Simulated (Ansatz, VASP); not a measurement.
## Two plane-wave programs on TePb

File INCAR:

```
PREC = Accurate
ENCUT = 520
EDIFF = 1E-7
ISMEAR = 0
SIGMA = 0.05
LREAL = False
LASPH = True
NELM = 60
ALGO = Normal
ISIF = 2
LWAVE = False
LCHARG = False
GGA = PE
NBANDS = 17
```

Contents of KPOINTS:

```
regular mesh
0
Gamma
  8 8 8
```

The input POSCAR:

```
TePb
1.0
    0.0000000000      3.2270000000      3.2270000000
    3.2270000000      0.0000000000      3.2270000000
    3.2270000000      3.2270000000      0.0000000000
Te Pb
1 1
Direct
    0.5000000000      0.5000000000      0.5000000000
    0.0677874187      0.0677874187     -0.0677874187
```

Input for Ansatz:

```yaml
crystal:
  lattice:
    - [0.0, 3.227, 3.227]
    - [3.227, 0.0, 3.227]
    - [3.227, 3.227, 0.0]
  atoms:
    - { symbol: Te, position: [0.5, 0.5, 0.5] }
    - { symbol: Pb, position: [0.0677874187, 0.0677874187, -0.0677874187] }
basis:
  ecutwfc: 420
kpoints:
  mp_grid: { grid: [8, 8, 8] }
hamiltonian:
  xc: pbe
scf:
  occupations: { method: gaussian, width: 0.05 }
output:
  forces: true
  stress: true
  eigenvalues: true
```

Change from the starting cell: all Pb atoms moved +0.438 Å, as atom 2 along Cartesian [0 0 1].

Alike in both runs: task single point; functional PBE; k mesh 8 × 8 × 8; occupations gaussian, width 0.05 eV; no spin polarisation.

|  | VASP | Ansatz |
| --- | --- | --- |
| version | VASP 6.6.1 | Ansatz 0.2.0 |
| potentials or method | VASP PAW PBE potentials, release 64 (Te, Pb_d) | scalar-relativistic, plane waves, PAW |
| plane-wave cutoff (eV) | 520 | 420 |
| valence electrons in the cell | 20 | 30 |

```csv
,VASP,Ansatz,Ansatz less VASP
gap on the k mesh at the Fermi level (eV),1.23,1.22,-0.005
least direct gap on the mesh (eV),1.45,1.44,-0.011
pressure (GPa),4.9,5.0,+0.03
largest component of the traceless stress (GPa),5.63,5.60,-0.036
rms of the force components (eV/Å),0.791,0.786,-0.0049
```

Atom by atom the forces differ by 0.005 eV/Å (rms over components). The two sets of potentials don't hold the same shells in valence.

Caveats: spin-orbit coupling is left out, which as a rule narrows the gap of such compounds by several tenths of an eV; forces of over 1 eV/Å show positions far from the minimum, so gaps and moduli don't describe the material at rest. A k mesh can miss the band edges.
